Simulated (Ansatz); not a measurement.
α-phase Li₃N, treated with r²SCAN-D4 (Ansatz, an electronic-structure program, PAW).

Numerical settings: plane-wave cutoff 560 eV, 12×12×10 k mesh (along the axes of the cell as run), Fermi–Dirac smearing 0.01 eV, scalar-relativistic PAW data made under PBE.

Cell (relaxed at this level):

```cif
data_Li3N
_chemical_formula_sum 'Li3 N1'
_space_group_name_H-M_alt 'P 1'
_space_group_IT_number 1
_cell_length_a 3.60077
_cell_length_b 3.60077
_cell_length_c 3.84446
_cell_angle_alpha 90.000
_cell_angle_beta 90.000
_cell_angle_gamma 120.000
loop_
_space_group_symop_operation_xyz
  'x, y, z'
loop_
_atom_site_label
_atom_site_type_symbol
_atom_site_fract_x
_atom_site_fract_y
_atom_site_fract_z
_atom_site_occupancy
Li1 Li 0.33333 0.66667 0.00000 1
Li2 Li 0.66667 0.33333 0.00000 1
Li3 Li 0.00000 0.00000 0.50000 1
N1 N 0.00000 0.00000 0.00000 1
```

Give the computed bulk modulus, band gap, smallest direct gap on the k points sampled and pressure derivative B′ of the bulk modulus.


- bulk modulus: 56.9 GPa
- band gap: 1.51 eV (indirect)
- smallest direct gap on the k points sampled: 1.72 eV
- pressure derivative B′ of the bulk modulus: 3.8

Measured, for comparison: band gap 2.15 eV (4 K, zero-point motion not removed, indirect, optical absorption, E parallel c; as tabulated in Brendecke and Bludau (1979), doi:10.1063/1.326533). Computed (rounded) less measured: band gap -0.64 eV.

Note: the bulk modulus comes from volumes at which shape and atoms were relaxed.

Computing time: roughly 2.2 core-minutes.
